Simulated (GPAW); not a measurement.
**Ta2C in GPAW: the effect of strain hydrostatic**

Crystal: Ta2C.

```
Ta C
1.0
     2.98166    0.00000    0.00000
    -1.49083    2.58220    0.00000
     0.00000    0.00000    4.74854
Ta C
2 1
Direct
  0.66667 0.33333 0.74799
  0.33333 0.66667 0.25201
  0.00000 0.00000 0.00000
```

Alike in all runs:

- Program: GPAW 26.7.0
- Task: single point
- Functional: PBEsol
- Potentials or basis: PAW data sets generated in the run's folder for this functional
- Cutoff: 800 eV
- Basis: pw
- k mesh: 10 × 10 × 6
- Occupations: fermi-dirac, width 0.05 eV
- Spin: no spin polarisation
- Maxiter: 150

```csv
strain hydrostatic,pressure (GPa),largest force (eV/Å)
-0.04,41.3,1.37
-0.02,16.6,0.64
-0.01,6.3,0.33
0,-2.6,0.05
0.01,-10.5,0.21
0.02,?,?
0.04,-28.3,0.83
```

Task: What does the run with strain hydrostatic 0.02 give?

Result: Pressure -17.3 GPa; largest force 0.44 eV/Å.

Worked out: A parabola through the other rows of the pressure, of slope -637 GPa per unit of strain hydrostatic there, gives -17.8 GPa, against the run's -17.3. A parabola through the other rows of the largest force, of slope 16.2 eV/Å per unit of strain hydrostatic there, gives 0.27 eV/Å, against the run's 0.44.

Caveats: the density grid can change from cell to cell, which puts small steps into energies and stress; forces of over 1 eV/Å show positions far from the minimum, so gaps and moduli don't describe the material at rest (some runs).
